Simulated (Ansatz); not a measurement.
# InSe: the cost of one run

Program: Ansatz 0.2.0. Level of theory: DFT PBEsol, scalar-relativistic, plane waves, PAW. These are calculated values, not measurements.

## (1) The structure to begin with

It takes space group C2/m (No. 12, monoclinic). The conventional cell has a = 11.736 Å, b = 4.110 Å, c = 4.610 Å, α = 90.00°, β = 110.30°, γ = 90.00°. In (site symmetry m) is surrounded by 3 Se at 2.58 to 2.78 Å and 1 In at 2.74 Å. Se (site symmetry m) is surrounded by 3 In at 2.58 to 2.78 Å.

Structure file:

```
CELL_PARAMETERS angstrom
5.86790 -2.05500 0.00000
5.86790 2.05500 0.00000
-1.59941 0.00000 4.32365
ATOMIC_POSITIONS crystal
In 0.88400 0.88400 0.00500
In 0.11600 0.11600 0.99500
Se 0.66000 0.66000 0.64200
Se 0.34000 0.34000 0.35800
```

The structure rests on an entry of the Crystallography Open Database; cell or positions may have been set otherwise for this series.

## (2) Cell and atoms relaxed at 0 GPa

The input, input.yaml:

```yaml
crystal:
  lattice:
    - [5.8679031274, -2.055, 0.0]
    - [5.8679031274, 2.055, 0.0]
    - [-1.5994149714, 0.0, 4.3236525935]
  atoms:
    - { symbol: In, position: [0.884, 0.884, 0.005] }
    - { symbol: In, position: [0.116, 0.116, 0.995] }
    - { symbol: Se, position: [0.66, 0.66, 0.642] }
    - { symbol: Se, position: [0.34, 0.34, 0.358] }
scf:
  occupations: { method: gaussian, width: 0.05 }
output:
  forces: true
  stress: true
  eigenvalues: true
  write_density: true
  write_potential: true
  elf: true
  volumetric_format: npy
hamiltonian:
  xc: pbesol
basis:
  ecutwfc: 450
kpoints:
  mp_grid: { grid: [10, 10, 12] }
relax:
  f_tol: 0.004
  max_steps: 60
  cell: { stress_tol: 0.03, p_target: 0 }
```

The run is started by

```sh
$ ansatz run input.yaml --threads 4 --pin off --max-ram 10240MiB --backend cpu --events-out ev --progress --plain --runs-dir out
```

Q: Estimate wall time and peak memory on 4 threads of Intel Xeon Platinum 8488C (Sapphire Rapids), shared host.

About 2.3 min, with a peak of 1.2 GiB.
